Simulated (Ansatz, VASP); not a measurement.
## Mn3Sb: VASP beside Ansatz

```xyz
4
Lattice="0.0000 2.9941 2.9941 2.9941 0.0000 2.9941 2.9941 2.9941 0.0000" Properties=species:S:1:pos:R:3 pbc="T T T"
Mn    4.4912    4.4912    4.4912
Mn    1.4971    1.4971    1.4971
Mn    0.0000    0.0000    0.0000
Sb    2.9941    2.9941    2.9941
```

The cell comes from a database or a generator and needn't be the stable form of this composition.

Alike in both runs: task single point; functional BLYP; k mesh 7 × 7 × 7; collinear spin.

```csv
,VASP,Ansatz
version,VASP 6.6.1,Ansatz 0.2.0
potentials or method,"VASP PAW PBE potentials, release 64 (Mn_pv, Sb)","plane waves, PAW"
plane-wave cutoff (eV),520,450
occupations,"fermi-dirac, width 0.1 eV",fermi-dirac
valence electrons in the cell,44,60
```

```csv
,VASP,Ansatz,Ansatz less VASP
pressure (GPa),7.7,7.3,-0.39
net moment per atom (μB),0.51,0.51,-0.001
size of the moment on the site where the two differ most (μB),2.76,2.73,-0.031
```

Site moments also hang on the region over which each program counts them. The two sets of potentials don't hold the same shells in valence. Ansatz warned: «seeded_moment_not_kept».

Caveats: the PAW data sets were made with another functional, which shifts forces and pressure a little (VASP). The runs have no spin-orbit coupling, so splittings on Sb are missing.
